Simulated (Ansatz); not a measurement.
**What strain tensor (xx, yy, zz, yz, xz, xy) = (−0.95, +0.71, −0.06, −0.32, −1.36, +0.77) % does to AlSb**

The parent structure is AlSb in the zinc blende structure (space group F-43m, No. 216; a = 6.157 Å). Axes: x, y, z lie along the cube axes.

The change: strain tensor (xx, yy, zz, yz, xz, xy) = (−0.95, +0.71, −0.06, −0.32, −1.36, +0.77) %, atoms relaxed at fixed cell.

All numbers come from PBEsol (Ansatz, a first-principles code, PAW, scalar-relativistic without spin-orbit coupling). Settings: 13×13×13 k-points, 0.05 eV Fermi–Dirac smearing.

```csv
quantity,base,changed,shift
volume per atom,29.18 Å³,29.08 Å³,-0.10 Å³
space group,F-43m (No. 216),P1 (No. 1),–
shortest interatomic distance,2.666 Å,2.652 Å,-0.014 Å
energy relative to the base (free energy F),0 meV/atom,+4.0 meV/atom,+4.0 meV/atom
"pressure (mean of the normal stresses, compression positive)",0.01 GPa,0.18 GPa,+0.17 GPa
band gap,1.14 eV,0.93 eV,-0.21 eV
gap character,–,"indirect, Γ → U–Γ (8 % along)",–
smallest direct gap,1.47 eV,1.31 eV,-0.16 eV
"valence-band top at Γ (three highest levels, from the VBM)","0.00, 0.00, 0.00 eV","0.00, -0.15, -0.29 eV",–
"valley order (the lowest conduction-band minima on the path, energy above the VBM, named in the base's zone)","a point along ⟨100⟩, about 0.9 Å⁻¹ from Γ 1.14 eV; L along ⟨111⟩ 1.28 eV; Γ 1.47 eV","a point along [100], about 0.9 Å⁻¹ from Γ 0.93 eV; X along [010] 0.95 eV; X along [001] 0.96 eV; L along [1-11] 0.99 eV; Γ 1.31 eV",–
largest internal atomic displacement,–,0.015 Å,–
"stress (xx, yy, zz, yz, xz, xy; compression positive)",–,"(0.52, -0.17, 0.18, 0.24, 1.02, -0.57) GPa",–
```

With Sb present, leaving out spin-orbit coupling can change the band edges. Whether these cells are dynamically stable was not tested. Labels are those of the standard path for the cell's own space group.
